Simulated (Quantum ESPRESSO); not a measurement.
# ZnS (F-43m) in Quantum ESPRESSO: equation of state

How stiff is ZnS in PBE, and what volume does it want? The cell is scaled to several volumes.

Everything below comes from runs of Quantum ESPRESSO 7.5. Logs are shortened: lines on timing, memory, paths and dates and some standing lists are left out, and cuts for length are marked.

**The experiment to reproduce.**

From “Electronic, vibrational, and thermodynamic properties of ZnS (zincblende and rocksalt structure)”, 2009, arxiv:0911.5022, for a bulk crystal of ZnS: bulk modulus 76.9 GPa.

How close the calculation comes is told below.

**1. Starting point**

It takes space group F-43m (No. 216, cubic). The conventional cell has a = 5.404 Å, b = 5.404 Å, c = 5.404 Å, α = 90.00°, β = 90.00°, γ = 90.00°. Zn (site symmetry -43m) is surrounded by 4 S at 2.34 Å. S (site symmetry -43m) has 4 Zn at 2.34 Å as nearest neighbours.

**2. Single point, PBE, 18.54 Å³/atom**

pw.in reads:

```
&CONTROL
  calculation = 'scf'
  prefix = 'pwscf'
  outdir = './tmp'
  pseudo_dir = './pseudo'
  tprnfor = .true.
  tstress = .true.
  disk_io = 'nowf'
/
&SYSTEM
  ibrav = 0
  nat = 2
  ntyp = 2
  ecutwfc = 55
  ecutrho = 440
  nbnd = 20
  occupations = 'smearing'
  smearing = 'fd'
  degauss = 0.00367493
/
&ELECTRONS
  conv_thr = 4d-10
  electron_maxstep = 120
  mixing_beta = 0.5
/
ATOMIC_SPECIES
Zn    65.3800 Zn_pbe_v1.uspp.F.UPF
S     32.0600 s_pbe_v1.4.uspp.F.UPF
CELL_PARAMETERS angstrom
   0.0000000000    2.6468416657    2.6468416657
   2.6468416657    0.0000000000    2.6468416657
   2.6468416657    2.6468416657    0.0000000000
ATOMIC_POSITIONS crystal
Zn     0.7500000000    0.7500000000    0.7500000000
S      0.0000000000    0.0000000000    0.0000000000
K_POINTS automatic
9 9 9 0 0 0
```

Potentials or basis: SSSP 1.3 efficiency PBE.

On the command line:

```
$ OMP_NUM_THREADS=1 pw.x -in pw.in > pw.out
```

pw.out:

```text
This program is part of the open-source Quantum ESPRESSO suite
     for quantum simulation of materials; please cite
[... 6 lines left out ...]
     using ibrav=0 with symmetry is DISCOURAGED, use correct ibrav instead

     Subspace diagonalization in iterative solution of the eigenvalue problem:
     a serial algorithm will be used

     G-vector sticks info
     --------------------
     sticks:   dense  smooth     PW     G-vecs:    dense   smooth      PW
     Sum        1519     757    241                39189    13803    2397

     Using Slab Decomposition

     bravais-lattice index     =            0
     lattice parameter (alat)  =       7.0736  a.u.
     unit-cell volume          =     250.2710 (a.u.)^3
     number of atoms/cell      =            2
     number of atomic types    =            2
     number of electrons       =        26.00
     number of Kohn-Sham states=           20
     kinetic-energy cutoff     =      55.0000  Ry
     charge density cutoff     =     440.0000  Ry
     scf convergence threshold =      4.0E-10
     mixing beta               =       0.5000
     number of iterations used =            8  plain     mixing
     Exchange-correlation=  SLA  PW   PBX  PBC
                           (   1   4   3   4   0   0   0)

     celldm(1)=   7.073622  celldm(2)=   0.000000  celldm(3)=   0.000000
     celldm(4)=   0.000000  celldm(5)=   0.000000  celldm(6)=   0.000000

     crystal axes: (cart. coord. in units of alat)
               a(1) = (   0.000000   0.707107   0.707107 )
               a(2) = (   0.707107   0.000000   0.707107 )
               a(3) = (   0.707107   0.707107   0.000000 )

     reciprocal axes: (cart. coord. in units 2 pi/alat)
               b(1) = ( -0.707107  0.707107  0.707107 )
               b(2) = (  0.707107 -0.707107  0.707107 )
               b(3) = (  0.707107  0.707107 -0.707107 )

     PseudoPot. # 1 for Zn read from file:
     Zn_pbe_v1.uspp.F.UPF
     Pseudo is Ultrasoft, Zval = 20.0
     Generated by new atomic code, or converted to UPF format
     Using radial grid of  943 points,  6 beta functions with:
                l(1) =   0
                l(2) =   0
                l(3) =   1
                l(4) =   1
                l(5) =   2
                l(6) =   2
     Q(r) pseudized with  8 coefficients,  rinner =    1.100   1.100   1.100
                                                       1.100   1.100

     PseudoPot. # 2 for S  read from file:
     s_pbe_v1.4.uspp.F.UPF
     Pseudo is Ultrasoft + core correction, Zval =  6.0
     Generated by new atomic code, or converted to UPF format
     Using radial grid of  907 points,  6 beta functions with:
                l(1) =   0
                l(2) =   0
                l(3) =   1
                l(4) =   1
                l(5) =   2
                l(6) =   2
     Q(r) pseudized with  8 coefficients,  rinner =    1.300   1.300   1.300
                                                       1.300   1.300

     atomic species   valence    mass     pseudopotential
     Zn               20.00    65.38000     Zn( 1.00)
     S                 6.00    32.06000     S ( 1.00)

     24 Sym. Ops. (no inversion) found

   Cartesian axes

     site n.     atom                  positions (alat units)
         1        Zn     tau(   1) = (   1.0606602   1.0606602   1.0606602  )
         2        S      tau(   2) = (   0.0000000   0.0000000   0.0000000  )

     number of k points=    35  Fermi-Dirac smearing, width (Ry)=  0.0037
                       cart. coord. in units 2pi/alat
        k(    1) = (   0.0000000   0.0000000   0.0000000), wk =   0.0027435
        k(    2) = (   0.0785674   0.0785674  -0.0785674), wk =   0.0219479
        k(    3) = (   0.1571348   0.1571348  -0.1571348), wk =   0.0219479
        k(    4) = (   0.2357023   0.2357023  -0.2357023), wk =   0.0219479
        k(    5) = (   0.3142697   0.3142697  -0.3142697), wk =   0.0219479
        k(    6) = (   0.1571348   0.0000000   0.0000000), wk =   0.0164609
[... 27 lines left out ...]
        k(   34) = (  -0.0000000  -0.4714045   0.6285394), wk =   0.0658436
        k(   35) = (  -0.0785674  -0.3928371   0.7071068), wk =   0.0658436

     Dense  grid:    39189 G-vectors     FFT dimensions: (  48,  48,  48)

     Smooth grid:    13803 G-vectors     FFT dimensions: (  36,  36,  36)

     Initial potential from superposition of free atoms

     starting charge      25.9998, renormalised to      26.0000
     Starting wfcs are   17 randomized atomic wfcs +    3 random wfcs

     Self-consistent Calculation

     iteration #  1     ecut=    55.00 Ry     beta= 0.50
     Davidson diagonalization with overlap
     ethr =  1.00E-02,  avg # of iterations =  5.1

     Threshold (ethr) on eigenvalues was too large:
     Diagonalizing with lowered threshold

     Davidson diagonalization with overlap
     ethr =  4.17E-04,  avg # of iterations =  1.2

     total energy              =    -485.73697521 Ry
     estimated scf accuracy    <       0.10590687 Ry

     iteration #  2     ecut=    55.00 Ry     beta= 0.50
     Davidson diagonalization with overlap
     ethr =  4.07E-04,  avg # of iterations =  2.0

     total energy              =    -485.76128591 Ry
     estimated scf accuracy    <       0.02893991 Ry

     iteration #  3     ecut=    55.00 Ry     beta= 0.50
     Davidson diagonalization with overlap
     ethr =  1.11E-04,  avg # of iterations =  2.4

     total energy              =    -485.76743083 Ry
     estimated scf accuracy    <       0.00203237 Ry

     iteration #  4     ecut=    55.00 Ry     beta= 0.50
     Davidson diagonalization with overlap
     ethr =  7.82E-06,  avg # of iterations =  4.2

     total energy              =    -485.76760917 Ry
     estimated scf accuracy    <       0.00029108 Ry

     iteration #  5     ecut=    55.00 Ry     beta= 0.50
     Davidson diagonalization with overlap
     ethr =  1.12E-06,  avg # of iterations =  1.8
[... 8 lines left out ...]
     total energy              =    -485.76762900 Ry
     estimated scf accuracy    <       0.00000045 Ry

     iteration #  7     ecut=    55.00 Ry     beta= 0.50
     Davidson diagonalization with overlap
     ethr =  1.72E-09,  avg # of iterations =  1.4

     total energy              =    -485.76762902 Ry
     estimated scf accuracy    <       0.00000004 Ry

     iteration #  8     ecut=    55.00 Ry     beta= 0.50
     Davidson diagonalization with overlap
     ethr =  1.54E-10,  avg # of iterations =  2.0

     total energy              =    -485.76762903 Ry
     estimated scf accuracy    <          9.4E-09 Ry

     iteration #  9     ecut=    55.00 Ry     beta= 0.50
     Davidson diagonalization with overlap
     ethr =  3.61E-11,  avg # of iterations =  2.0

     End of self-consistent calculation

          k = 0.0000 0.0000 0.0000 (  1759 PWs)   bands (ev):

  -117.4115 -71.5801 -71.5801 -71.5801  -5.9567   1.0446   1.0446   1.0446
     1.6225   1.6225   7.6433   7.6433   7.6433  10.0201  13.9568  13.9568
    13.9568  19.3250  19.3250  19.8687

          k = 0.0786 0.0786-0.0786 (  1738 PWs)   bands (ev):

  -117.4115 -71.5801 -71.5801 -71.5801  -5.8532   1.0401   1.0638   1.0638
     1.6207   1.6207   6.6801   7.5104   7.5104  10.7159  13.9009  14.1795
    14.1795  18.8223  18.8223  20.5424

          k = 0.1571 0.1571-0.1571 (  1733 PWs)   bands (ev):

  -117.4115 -71.5802 -71.5801 -71.5801  -5.5724   1.0566   1.1089   1.1089
     1.6218   1.6218   5.0669   7.2043   7.2043  11.2712  14.4277  14.5652
    14.5652  18.4791  18.4791  20.1990

          k = 0.2357 0.2357-0.2357 (  1730 PWs)   bands (ev):

  -117.4114 -71.5803 -71.5801 -71.5801  -5.2124   1.1516   1.1516   1.1813
     1.6361   1.6361   3.5338   6.8939   6.8939  11.2098  14.6331  14.6331
    15.6835  19.1900  19.1900  19.6783

          k = 0.3143 0.3143-0.3143 (  1712 PWs)   bands (ev):

  -117.4114 -71.5803 -71.5801 -71.5801  -4.9464   1.1727   1.1727   1.5506
     1.6549   1.6549   2.3304   6.7063   6.7063  11.0808  14.5184  14.5184
    16.6118  19.9336  20.5943  20.5943
[... 57 lines left out ...]
  -117.4114 -71.5802 -71.5801 -71.5801  -5.1649   0.9881   1.2384   1.2434
     1.5897   1.6730   4.3736   6.0211   6.1252  12.0748  12.6976  15.5967
    16.3929  17.8128  20.3166  23.0548

          k = 0.4714 0.1571-0.1571 (  1724 PWs)   bands (ev):

  -117.4114 -71.5803 -71.5802 -71.5801  -4.8752   1.0860   1.2748   1.3397
     1.6769   1.6838   3.2628   5.4576   5.9802  12.0231  13.5569  15.4860
    16.3042  19.4139  21.1464  22.5338

          k =-0.1571-0.4714 0.4714 (  1717 PWs)   bands (ev):

  -117.4114 -71.5803 -71.5802 -71.5801  -4.7294   1.1543   1.2771   1.5119
     1.6565   1.9138   2.4477   5.0120   6.0941  12.1397  13.9954  15.9779
    16.2804  19.4537  20.3621  22.5722

          k =-0.0786-0.3928 0.3928 (  1734 PWs)   bands (ev):

  -117.4114 -71.5803 -71.5802 -71.5801  -4.8196   1.1746   1.2479   1.4686
     1.6200   1.7144   2.9446   4.8639   6.4280  12.4401  14.1477  15.6748
    15.9093  18.6849  20.1400  22.6475

          k = 0.0000-0.3143 0.3143 (  1724 PWs)   bands (ev):

  -117.4114 -71.5802 -71.5802 -71.5801  -5.0862   1.1710   1.1932   1.2045
     1.5982   1.6762   3.8636   5.2542   6.8564  12.6023  14.4429  14.5803
    15.2557  17.6961  21.3970  22.1499

          k = 0.4714 0.0000 0.0000 (  1728 PWs)   bands (ev):

  -117.4115 -71.5803 -71.5802 -71.5802  -4.9616   0.9455   1.3149   1.3149
     1.6020   1.6893   4.0316   5.7114   5.7114  11.4368  12.1883  17.2926
    17.6043  17.6043  20.5321  24.9135

          k = 0.5500 0.0786-0.0786 (  1720 PWs)   bands (ev):

  -117.4114 -71.5803 -71.5802 -71.5802  -4.7369   0.9902   1.3643   1.3774
     1.6946   1.7097   3.3714   5.1743   5.5140  11.4446  12.3306  17.0796
    17.9718  19.4019  21.1622  23.1302

          k =-0.0786-0.5500 0.5500 (  1715 PWs)   bands (ev):

  -117.4114 -71.5803 -71.5802 -71.5802  -4.6062   1.0865   1.3668   1.4608
     1.6740   1.9396   2.8061   4.4712   5.6048  11.6530  13.4146  16.9006
    17.5262  19.3179  20.6161  23.0180

          k =-0.0000-0.4714 0.4714 (  1700 PWs)   bands (ev):

  -117.4114 -71.5802 -71.5802 -71.5801  -4.6423   1.1482   1.3224   1.5507
     1.6393   1.9100   2.7611   4.2000   5.9526  12.0470  14.4104  16.5470
    16.7329  18.5446  19.2930  24.3877

          k = 0.6285 0.0000 0.0000 (  1720 PWs)   bands (ev):

  -117.4114 -71.5803 -71.5802 -71.5802  -4.6046   0.9508   1.4235   1.4235
     1.7089   1.7875   3.0259   5.2486   5.2486  10.9630  11.7552  18.7683
    19.4839  19.4839  21.0616  22.7182

          k = 0.0000-0.6285 0.6285 (  1714 PWs)   bands (ev):

  -117.4114 -71.5803 -71.5802 -71.5802  -4.5522   0.9962   1.4247   1.4420
     1.6998   1.9115   2.8195   4.8487   5.2830  11.1918  12.1237  18.3561
    19.0655  19.8456  21.1124  22.3573

          k = 0.3143 0.1571 0.0000 (  1728 PWs)   bands (ev):

  -117.4115 -71.5802 -71.5801 -71.5801  -5.3445   1.0259   1.1716   1.1834
     1.5900   1.6586   4.7373   6.0556   6.8422  12.4174  13.0407  14.9175
    15.6464  17.4319  19.9443  22.7364

          k = 0.3928 0.2357-0.0786 (  1720 PWs)   bands (ev):

  -117.4114 -71.5802 -71.5801 -71.5801  -5.0275   1.1185   1.2053   1.2770
     1.6168   1.6772   3.6228   5.5098   6.4930  12.5342  13.6737  14.7194
    16.0714  18.2588  21.2725  21.9818

          k =-0.2357-0.3928 0.5500 (  1731 PWs)   bands (ev):

  -117.4114 -71.5803 -71.5802 -71.5801  -4.7986   1.1761   1.2346   1.4931
     1.6471   1.7879   2.5831   5.3260   6.2017  12.4721  13.6248  15.4244
    16.4863  19.1661  21.0715  21.8709

          k = 0.4714 0.1571 0.0000 (  1710 PWs)   bands (ev):

  -117.4114 -71.5803 -71.5801 -71.5801  -4.9091   1.0275   1.2758   1.3344
     1.6377   1.6861   3.7398   5.3167   5.8509  12.2161  12.7058  15.4839
    17.5768  18.3038  21.2937  23.1615

          k =-0.1571-0.4714 0.6285 (  1718 PWs)   bands (ev):

  -117.4114 -71.5803 -71.5802 -71.5801  -4.6955   1.1232   1.3028   1.4419
     1.6613   1.8142   3.0064   4.7862   5.5795  12.4100  13.5148  15.2932
    17.6034  18.9731  21.6694  22.3243

          k =-0.0786-0.3928 0.5500 (  1722 PWs)   bands (ev):

  -117.4114 -71.5803 -71.5802 -71.5801  -4.6422   1.1704   1.3022   1.5525
     1.6124   1.9550   2.6644   4.4672   5.6787  12.6608  13.9989  15.5256
    17.1361  18.5142  20.6964  23.0286

          k = 0.0000-0.3143 0.4714 (  1734 PWs)   bands (ev):

  -117.4114 -71.5803 -71.5802 -71.5801  -4.7802   1.1846   1.2389   1.4435
     1.6325   1.7302   3.1787   4.6206   6.0692  13.0142  13.9154  14.5908
    17.1348  18.2758  20.6011  23.2322

          k =-0.0786-0.5500 0.7071 (  1717 PWs)   bands (ev):

  -117.4114 -71.5803 -71.5802 -71.5802  -4.5949   1.0360   1.3847   1.4410
     1.6855   1.8716   2.9619   4.9345   5.1097  11.7143  12.4279  17.0614
    18.5605  19.6818  21.7452  22.4610

          k =-0.0000-0.4714 0.6285 (  1715 PWs)   bands (ev):

  -117.4114 -71.5803 -71.5802 -71.5801  -4.5584   1.1171   1.3749   1.4903
     1.6465   2.0332   2.7500   4.3952   5.2172  12.1805  13.4642  16.6689
    16.9909  19.7724  21.0167  22.8829

          k =-0.0786-0.3928 0.7071 (  1723 PWs)   bands (ev):

  -117.4114 -71.5803 -71.5802 -71.5802  -4.5743   1.1690   1.3440   1.5228
     1.6029   2.0153   2.8014   4.4565   5.0267  13.1999  13.7753  15.1583
    16.7294  19.7949  21.4624  22.8228

     the Fermi energy is     8.6176 ev

!    total energy              =    -485.76762903 Ry
     estimated scf accuracy    <          4.0E-10 Ry
     smearing contrib. (-TS)   =      -0.00000000 Ry
     internal energy E=F+TS    =    -485.76762903 Ry

     The total energy is F=E-TS. E is the sum of the following terms:
     one-electron contribution =    -447.06798576 Ry
     hartree contribution      =     231.12302630 Ry
     xc contribution           =     -50.75534012 Ry
     ewald contribution        =    -219.06732945 Ry

     convergence has been achieved in   9 iterations

     Forces acting on atoms (cartesian axes, Ry/au):

     atom    1 type  1   force =     0.00000000    0.00000000    0.00000000
     atom    2 type  2   force =    -0.00000000   -0.00000000   -0.00000000

     Total force =     0.000000     Total SCF correction =     0.000000

     Computing stress (Cartesian axis) and pressure

          total   stress  (Ry/bohr**3)                   (kbar)     P=       71.02
   0.00048281   0.00000000   0.00000000           71.02        0.00        0.00
   0.00000000   0.00048281  -0.00000000            0.00       71.02       -0.00
   0.00000000  -0.00000000   0.00048281            0.00       -0.00       71.02

=------------------------------------------------------------------------------=
   JOB DONE.
=------------------------------------------------------------------------------=
```

Wall time 26 s (1 thread of Intel Xeon Platinum 8488C (Sapphire Rapids), shared host); peak memory 0.21 GiB.

What came out:

```
Free energy            : -6609.2053 eV
Pressure               : 7.1 GPa
Band gap on the k mesh : 2.38 eV, direct
```

[end of part 1 of 2]
